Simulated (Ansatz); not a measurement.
Runs of Ansatz 0.2.0 on TiSi2. The structure is orthorhombic, space group Fddd (No. 70). Conventional cell: a = 4.779 Å, b = 8.235 Å, c = 8.526 Å, α = 90.00°, β = 90.00°, γ = 90.00°. Ti (site symmetry 222) is surrounded by 10 Si at 2.55 to 2.78 Å. Si (site symmetry 2) has 5 Si at 2.52 to 2.79 Å and 5 Ti at 2.55 to 2.78 Å as nearest neighbours. The cell is a database's computed one.

```csv
level,cutoff (eV),gap on the mesh (eV),pressure (GPa),largest force (eV/Å)
PBEsol,420,none,(b),(c)
r2SCAN,500,none,-0.2,0.02
BLYP,420,none,8.9,0.02
RPBE,420,none,4.7,0.01
LDA,420,none,-5.1,0.06
revPBE,420,none,(a),0.01
```

Alike in all rows: task projected density of states; potentials or basis Ansatz PAW; no spin polarisation; cell as given; k mesh 7 × 7 × 7; smearing fermi-dirac 0.05 eV.

Q: Estimate the missing entries.

A: (a) 4.0; (b) -2.0; (c) 0.05.

Caveats: the PAW data sets come from PBE, with cores solved anew for the run's functional, which leaves a small shift of forces and pressure; the density of states is complete only up to the lowest level of the last band computed.

A gap of «none» marks a metal or a gap under the smearing width.

Runs at the PBE level aren't shown here.
